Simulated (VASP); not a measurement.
Crystal: Yb.

```
Yb
1.0
     0.00000    2.74310    2.74310
     2.74310    0.00000    2.74310
     2.74310    2.74310    0.00000
Yb
1
Direct
  0.00000 0.00000 0.00000
```

Base run:

* Program: VASP 6.6.1
* Functional: PBE
* Potentials or basis: VASP PAW PBE potentials, release 64 (Yb)
* Cutoff: 520 eV
* k mesh: 8 × 8 × 8
* Occupations: gaussian, width 0.02 eV
* Spin: collinear spin, ferromagnetic start
* Starting moments: [1.0] μB

Its results: band gap on the k mesh none (metal or under the smearing width); pressure -3.3 GPa; net moment 0.02 μB per cell.

The run is repeated on the same cell with these changes: functional from PBE to RPBE; further incar settings from ALGO = Normal; EDIFF = 1.00e-06 to ALGO = Normal; EDIFF = 1.00e-06; NBANDS = 22. What comes out?

Band gap on the k mesh none (metal or under the smearing width); pressure -1.9 GPa; net moment -0.02 μB per cell.

Caveats: spin-orbit coupling is left out, which moves the levels of the heavy elements; ASE's xc='lda' writes no GGA tag, so the PBE potentials set the functional and the run is PBE (some runs); the PAW data sets were made with another functional, which shifts forces and pressure a little (some runs).
